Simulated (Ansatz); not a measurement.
Crystal: Zn.

```xyz
2
Lattice="2.6700 0.0000 0.0000 -1.3350 2.3123 0.0000 0.0000 0.0000 4.9660" Properties=species:S:1:pos:R:3 pbc="T T T"
Zn    1.3350    0.7708    3.7245
Zn    0.0000    1.5415    1.2415
```

```yaml
Program: Ansatz 0.2.0
Task: relaxation of cell and atoms
Functional: PBEsol
Potentials_or_basis: Ansatz PAW
Cutoff: "420 eV (not typed: the program's choice for these potentials)"
k_mesh: 11 × 11 × 6
Occupations: fermi-dirac, width 0.05 eV
Spin: no spin polarisation
```

At the start: volume 15.33 Å³/atom.

Problem. How do energy, volume and symmetry change on relaxing?

Solution. It ends after 9 steps and the volume is 14.03 Å³/atom (-8.5 %); space group P6_3/mmc (No. 194, to 0.05 Å).

Step by step:
```tsv
step	energy change (eV)	largest force (eV/Å)	volume (Å³)
1	0.0000	0.0000	30.66
2	-0.0493	0.0000	28.68
3	-0.0548	0.0000	27.54
4	-0.0572	0.0000	27.97
5	-0.0572	0.0000	28.08
6	-0.0572	0.0000	28.07
7	-0.0559	0.0000	28.07
8	-0.0559	0.0000	28.05
9	-0.0559	0.0000	28.05
```

Final structure:
```
Zn
1.0
     2.64117    0.00000    0.00000
    -1.32059    2.28732    0.00000
     0.00000    0.00000    4.64391
Zn
2
Direct
  0.66667 0.33333 0.75000
  0.33333 0.66667 0.25000
```

Caveat: the plane-wave basis is chosen anew once the cell has moved, so the energies of steps on either side of that aren't comparable; the PAW data sets come from PBE, with cores solved anew for the run's functional, which leaves a small shift of forces and pressure.
